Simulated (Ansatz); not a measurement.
The system is Ga2O3.

```
Ga O
1.0
     6.10700   -1.51855    0.00000
     6.10700    1.51855    0.00000
    -1.38599    0.00000    5.63001
Ga O
4 6
Direct
  0.34134 0.34134 0.68598
  0.65866 0.65866 0.31402
  0.90950 0.90950 0.20540
  0.09050 0.09050 0.79460
  0.50410 0.50410 0.74340
  0.49590 0.49590 0.25660
  0.82670 0.82670 0.43680
  0.17330 0.17330 0.56320
  0.83550 0.83550 0.89020
  0.16450 0.16450 0.10980
```

| Property | Result |
| --- | --- |
| Program | Ansatz 0.2.0 |
| Task | relaxation of cell and atoms |
| Functional | revPBE |
| Dispersion | D4 |
| Potentials or basis | Ansatz PAW |
| Cutoff | 420 eV (not typed: the program's choice for these potentials) |
| k mesh | 9 × 9 × 5 |
| Occupations | fermi-dirac, width 0.05 eV |
| Spin | no spin polarisation |

At the start: volume 10.44 Å³/atom.

Q: Where does the relaxation end?

A: It ends after 9 steps and the volume is 10.56 Å³/atom (+1.2 %); space group C2/m (No. 12, to 0.05 Å).

The path:
| step | energy change (eV) | largest force (eV/Å) | volume (Å³) |
| --- | --- | --- | --- |
| 1 | 0.0000 | 0.2670 | 104.42 |
| 2 | -0.0194 | 0.1267 | 105.07 |
| 3 | -0.0228 | 0.0357 | 105.63 |
| 4 | -0.0234 | 0.0338 | 105.59 |
| 5 | -0.0235 | 0.0189 | 105.58 |
| 6 | -0.0235 | 0.0009 | 105.59 |
| 7 | -0.0288 | 0.0008 | 105.59 |
| 8 | -0.0286 | 0.0009 | 105.64 |
| 9 | -0.0288 | 0.0010 | 105.64 |

Final structure:
```xyz
10
Lattice="6.1185 -1.5260 0.0045 6.1185 1.5260 0.0045 -1.3845 0.0000 5.6563" Properties=species:S:1:pos:R:3 pbc="T T T"
Ga    3.2174    0.0000    3.8901
Ga    7.6350    0.0000    1.7751
Ga   10.8383    0.0000    1.1627
Ga    0.0142    0.0000    4.5025
O     5.1289    0.0000    4.2263
O     5.7236    0.0000    1.4389
O     9.5211    0.0000    2.4918
O     1.3313    0.0000    3.1734
O     8.9402    0.0000    5.0491
O     1.9122    0.0000    0.6161
```

Caveat: the plane-wave basis is chosen anew once the cell has moved, so the energies of steps on either side of that aren't comparable; the pressure holds a Pulay correction of +0.7 GPa for the finite cutoff; the PAW data sets come from PBE, with cores solved anew for the run's functional, which leaves a small shift of forces and pressure.
